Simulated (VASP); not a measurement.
# Al2Au: equation of state with PBEsol

The system is Al2Au.

```
Au Al
1.0
     0.00000    3.00000    3.00000
     3.00000    0.00000    3.00000
     3.00000    3.00000    0.00000
Au Al
1 2
Direct
  0.00000 0.00000 0.00000
  0.75000 0.75000 0.75000
  0.25000 0.25000 0.25000
```

* Program: VASP 6.6.1
* Task: equation of state
* Functional: PBEsol
* Potentials or basis: VASP PAW PBE potentials, release 64 (Au, Al)
* Cutoff: 520 eV
* k mesh: 8 × 8 × 8
* Occupations: fermi-dirac, width 0.05 eV
* Spin: no spin polarisation

| Quantity | Value |
| --- | --- |
| Equilibrium volume | 17.99 Å³/atom |
| Bulk modulus | 114 GPa |
| Pressure derivative of the bulk modulus | 4.9 |

Energy against volume, from the lowest point:
```tsv
volume (Å³/atom)	energy (meV/atom)
16.920	25.48
17.280	10.73
17.640	2.48
18.000	0.00
18.360	2.66
18.720	9.88
19.080	21.14
```

All runs of the series together: 3.5 min on 1 thread of Intel(R) Xeon(R) Platinum 8375C CPU @ 2.90GHz (Ice Lake), on a shared host.

Caveat: the PAW data sets were made with another functional, which shifts forces and pressure a little. The run has no spin-orbit coupling, so splittings on Au are missing.
